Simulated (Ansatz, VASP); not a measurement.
One calculation of GaAs, two programs

```xyz
2
Lattice="0.0000 2.8751 2.8751 2.8751 0.0000 2.8751 2.8751 2.8751 0.0000" Properties=species:S:1:pos:R:3 pbc="T T T"
Ga    0.0000    0.0000    0.0000
As    1.4375    1.4375    1.4375
```

Alike in both runs: task relaxation of cell and atoms; functional PBE; k mesh 10 × 10 × 10; occupations gaussian, width 0.01 eV; no spin polarisation.

|  | VASP | Ansatz |
| --- | --- | --- |
| version | VASP 6.6.1 | Ansatz 0.2.0 |
| potentials or method | VASP PAW PBE potentials, release 64 (Ga_d, As) | scalar-relativistic, plane waves, PAW |
| plane-wave cutoff (eV) | 600 | 420 |
| valence electrons in the cell | 18 | 28 |

Ansatz gave:

| Quantity | Value |
| --- | --- |
| gap on the k mesh at the Fermi level, each at its own relaxed structure (eV) | 0.16 |
| relaxed volume (Å³/atom) | 23.71 |
| relaxed cell length with the largest relative difference (Å) | 4.063 |

Question: Which values does VASP return?

Answer: gap on the k mesh at the Fermi level, each at its own relaxed structure (eV): 0.15; relaxed volume (Å³/atom): 23.77; relaxed cell length with the largest relative difference (Å): 4.066.

The two sets of potentials don't hold the same shells in valence.

Caveats: the relaxation stopped at its first step, so nothing moved.
